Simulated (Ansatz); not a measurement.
Crystal: AlN.

```
CELL_PARAMETERS angstrom
3.11300 0.00000 0.00000
-1.55650 2.69594 0.00000
0.00000 0.00000 4.98100
ATOMIC_POSITIONS crystal
Al 0.66667 0.33333 0.50000
Al 0.33333 0.66667 0.00000
N 0.66667 0.33333 0.88000
N 0.33333 0.66667 0.38000
```

* Program: Ansatz 0.2.0
* Task: relaxation of cell and atoms
* Functional: rPW86-PBE
* Potentials or basis: Ansatz PAW
* Cutoff: 420 eV (not typed: the program's choice for these potentials)
* k mesh: 10 × 10 × 6
* Occupations: fermi-dirac, width 0.05 eV
* Spin: no spin polarisation

At the start: volume 10.45 Å³/atom.

**Question.** How do energy, volume and symmetry change on relaxing?

**Answer.** It ends after 7 steps and the volume is 10.80 Å³/atom (+3.3 %); space group P6_3mc (No. 186, to 0.05 Å).

Step by step:
| step | energy change (eV) | largest force (eV/Å) | volume (Å³) |
| --- | --- | --- | --- |
| 1 | 0.0000 | 0.1182 | 41.80 |
| 2 | -0.0186 | 0.0844 | 42.48 |
| 3 | -0.0234 | 0.0365 | 43.13 |
| 4 | -0.0235 | 0.0058 | 43.15 |
| 5 | -0.0287 | 0.0060 | 43.15 |
| 6 | -0.0286 | 0.0006 | 43.19 |
| 7 | -0.0287 | 0.0006 | 43.19 |

Final structure:
```xyz
4
Lattice="3.1424 0.0000 0.0000 -1.5712 2.7214 0.0000 0.0000 0.0000 5.0511" Properties=species:S:1:pos:R:3 pbc="T T T"
Al    1.5712    0.9071    2.5234
Al    0.0000    1.8142   -0.0022
N     1.5712    0.9071    4.4471
N     0.0000    1.8142    1.9216
```

Caveat: the plane-wave basis is chosen anew once the cell has moved, so the energies of steps on either side of that aren't comparable; the pressure holds a Pulay correction of +0.5 GPa for the finite cutoff; the PAW data sets come from PBE, with cores solved anew for the run's functional, which leaves a small shift of forces and pressure.
